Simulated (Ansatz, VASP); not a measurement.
Two plane-wave programs on AlN

INCAR

```
ALGO = Normal
EDIFF = 1E-6
ENCUT = 520
GGA = PE
ISIF = 2
ISMEAR = 0
LASPH = True
LCHARG = True
LELF = True
LREAL = False
LVHAR = True
LWAVE = False
NBANDS = 16
NELM = 100
PREC = Accurate
SIGMA = 0.02
```

Contents of KPOINTS:

```
k-points
0
Gamma
  8 8 6
```

The input POSCAR:

```
AlN
1.0
    2.1355394922      2.1355394922      0.0000000000
   -2.1355394922      2.1355394922      0.0000000000
    0.0000000000      0.0000000000      4.2710789844
Al N
2 2
Direct
    0.0000000000      0.0000000000      0.0000000000
    0.5000000000      0.5000000000      0.5000000000
    0.5000000000      0.0000000000      0.2500000000
    0.0000000000      0.5000000000      0.7500000000
```

Input for Ansatz:

```yaml
crystal:
  lattice:
    - [2.1355394922, 2.1355394922, 0.0]
    - [-2.1355394922, 2.1355394922, 0.0]
    - [0.0, 0.0, 4.2710789844]
  atoms:
    - { symbol: Al, position: [0.0, 0.0, 0.0] }
    - { symbol: Al, position: [0.5, 0.5, 0.5] }
    - { symbol: "N", position: [0.5, 0.0, 0.25] }
    - { symbol: "N", position: [0.0, 0.5, 0.75] }
basis:
  ecutwfc: 420
kpoints:
  mp_grid: { grid: [8, 8, 6] }
hamiltonian:
  xc: pbe
scf:
  occupations: { method: gaussian, width: 0.02 }
output:
  forces: true
  stress: true
  eigenvalues: true
```

Change from the starting cell: equal strain along all axes, cell held, atoms relaxed: -3.0 %.

Alike in both runs: task single point; functional PBE; k mesh 8 × 8 × 6; occupations gaussian, width 0.02 eV; no spin polarisation.

|  | VASP | Ansatz |
| --- | --- | --- |
| version | VASP 6.6.1 | Ansatz 0.2.0 |
| potentials or method | VASP PAW PBE potentials, release 64 (Al, N) | scalar-relativistic, plane waves, PAW |
| plane-wave cutoff (eV) | 520 | 420 |
| valence electrons in the cell | 16 | 16 |

VASP gave:

| Item | Value |
| --- | --- |
| gap on the k mesh at the Fermi level (eV) | 3.35 |
| least direct gap on the mesh (eV) | 3.35 |
| pressure (GPa) | 20.8 |

Question: Estimate Ansatz's values.

Answer: gap on the k mesh at the Fermi level (eV): 3.36; least direct gap on the mesh (eV): 3.36; pressure (GPa): 21.0.

Caveats: so large a pressure means that the cell lies far from this level's equilibrium, or that cutoff or potentials fall short (VASP). A k mesh can miss the band edges.
